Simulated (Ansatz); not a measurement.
```
Na I
1.0
     0.00000    2.78210    2.78210
     2.78210    0.00000    2.78210
     2.78210    2.78210    0.00000
Na I
1 1
Direct
  0.00000 0.00000 0.00000
  0.50000 0.50000 0.50000
```

```yaml
orbitals: PBE
datasets: hard PAW set made for 700 eV
k_mesh: 4×4×4
empty_bands: 277
response_cutoff: 200 eV
wave_cutoff: 700 eV
frequencies: plasmon pole, fitted at the program's default frequency
q_→_0_term: analytic weight of Carrier, Rohra and Görling
band_sums: cut at the band count
spin-orbit_coupling: off
```

Program: Ansatz. The Kohn-Sham gap (from Γ to k = (0, -0.5, -0.5)) is 4.19 eV.

Q: By how much does G0W0 change the gap?

A: By +1.65 eV, to 5.84 eV. The valence edge moves by -1.34 eV (Z = 0.83) and the conduction edge by +0.31 eV (Z = 0.84).

The cell is a model at fixed atoms and needn't be the relaxed known crystal. Points k are given in fractions of the reciprocal vectors. The mesh is coarse, so these are values at the stated settings, not converged ones. Band sums or response are cut, so the gap isn't at its basis limit. The gap is read on the mesh, and the crystal's band edges can lie off it.
